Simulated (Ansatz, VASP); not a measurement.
**MgI2: VASP beside Ansatz**

```xyz
3
Lattice="4.2072 0.0000 0.0000 -2.1036 3.6435 0.0000 0.0000 0.0000 7.8117" Properties=species:S:1:pos:R:3 pbc="T T T"
Mg    0.0000    0.0000    0.0000
I     0.0000    2.4290    6.0790
I     2.1036    1.2145    1.7327
```

Alike in both runs: task single point; functional PBE; k mesh 6 × 6 × 4; occupations gaussian, width 0.05 eV; no spin polarisation.

|  | VASP | Ansatz |
| --- | --- | --- |
| version | VASP 6.6.1 | Ansatz 0.2.0 |
| potentials or method | VASP PAW PBE potentials, release 64 (Mg, I) | scalar-relativistic, plane waves, PAW |
| plane-wave cutoff (eV) | 520 | 520 |
| valence electrons in the cell | 16 | 44 |

VASP gave:

* gap on the k mesh at the Fermi level (eV): 3.47
* least direct gap on the mesh (eV): 3.54
* pressure (GPa): -0.8
* largest component of the traceless stress (GPa): 0.48
* rms of the force components (eV/Å): 0.133

Which values does Ansatz return?

gap on the k mesh at the Fermi level (eV): 3.49; least direct gap on the mesh (eV): 3.55; pressure (GPa): -0.7; largest component of the traceless stress (GPa): 0.49; rms of the force components (eV/Å): 0.128.

Atom by atom the forces differ by 0.005 eV/Å (rms over components). With one functional, cell and mesh, what is left measures potentials, basis and numerics. The two sets of potentials don't hold the same shells in valence.

Caveats: spin-orbit coupling is left out, which moves the levels of the heavy elements; this functional lacks dispersion, which binds the layers, so the pressure and a relaxed spacing across them are unreliable. A k mesh can miss the band edges.
